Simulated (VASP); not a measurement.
A run of VASP 6.6.1:

File INCAR:

```
PREC = Accurate
ENCUT = 600
EDIFF = 1E-6
ISMEAR = -1
SIGMA = 0.05
LREAL = False
LASPH = True
NELM = 100
ALGO = Fast
ISIF = 3
LWAVE = False
LCHARG = False
GGA = PE
IVDW = 11
IBRION = 2
NSW = 40
EDIFFG = -0.005
```

Contents of KPOINTS:

```
Automatic mesh
0
Gamma
  6 6 9
```

POSCAR

```
TiO2
1.0
    4.5998373239      0.0000000000      0.0000000000
    0.0000000000      4.5998373239      0.0000000000
    0.0000000000      0.0000000000      2.9592135600
Ti O
2 4
Direct
    0.0000000000      0.0000000000      0.5000000000
    0.5000000000      0.5000000000      0.0000000000
    0.3043213200      0.3043213200      0.5000000000
    0.1956786800      0.8043213200      0.0000000000
    0.8043213200      0.1956786800      0.0000000000
    0.6956786800      0.6956786800      0.5000000000
```

Potentials or basis: VASP PAW PBE potentials, release 64 (Ti_sv, O).

Command:

```sh
$ cat potpaw_PBE.64/Ti_sv/POTCAR potpaw_PBE.64/O/POTCAR > POTCAR
$ mpirun -np 1 vasp_std > vasp.out
```

Hardware: 1 thread of AMD EPYC 7571, with other jobs on the host.

How long does it take, and how much memory?

Wall time 26 min on 1 thread of AMD EPYC 7571, on a shared host, peak memory 0.23 GiB. Counts: scf iterations 83, k points 50, ion steps 8.
